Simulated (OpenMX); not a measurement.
## ZrO2 under changes of volume

One of the cells (10.990 Å³/atom); the others are scaled copies at fixed shape and fractional positions:

```
Zr O
1.0
     0.00000    2.54507    2.54507
     2.54507    0.00000    2.54507
     2.54507    2.54507    0.00000
Zr O
1 2
Direct
  0.00000 0.00000 0.00000
  0.75000 0.75000 0.75000
  0.25000 0.25000 0.25000
```

Measurements of this composition are mostly on another form, of space group No. 14.

```yaml
Program: OpenMX 3.8.5
Functional: PBE
Potentials_or_basis: OpenMX 2013 PBE set, Zr7.0-s3p2d1, O6.0-s2p2, fixed grid of 35 × 35 × 35 points
k_mesh: 9 × 9 × 9
Occupations: fermi-dirac, width 0.05 eV
Spin: no spin polarisation
```

```tsv
volume (Å³/atom)	energy over the lowest point (meV/atom)	gap on the mesh (eV)
10.331	?	?
10.551	66.52	3.16
10.770	38.36	3.10
10.990	18.32	3.05
11.210	5.84	2.99
11.430	0.00	2.93
11.650	0.23	2.88
```

Q: What does the run at 10.331 Å³/atom give?

A: Energy over the lowest point 103.75 meV/atom; gap on the mesh 3.22 eV.

Worked out: A Birch-Murnaghan fit of order 3 (a polynomial in V^(-2/3)) to the other rows has its minimum at 11.53 Å³/atom with B0 = V·E''(V) = 219 GPa and B' = 4.6. It gives 104.09 meV/atom at 10.331 Å³/atom, against the run's 103.75. A straight line through the other rows of the gap, of slope -2.84 eV per unit of ln V, extrapolates to 3.22 eV, against the run's 3.22.

Energies are extrapolated to zero smearing.

Caveats: an odd mesh through Γ misses points on the zone boundary, where band edges often lie; the basis of atomic orbitals isn't converged, which shifts pressures, moduli and gaps. Spin-orbit coupling on Zr is left out.
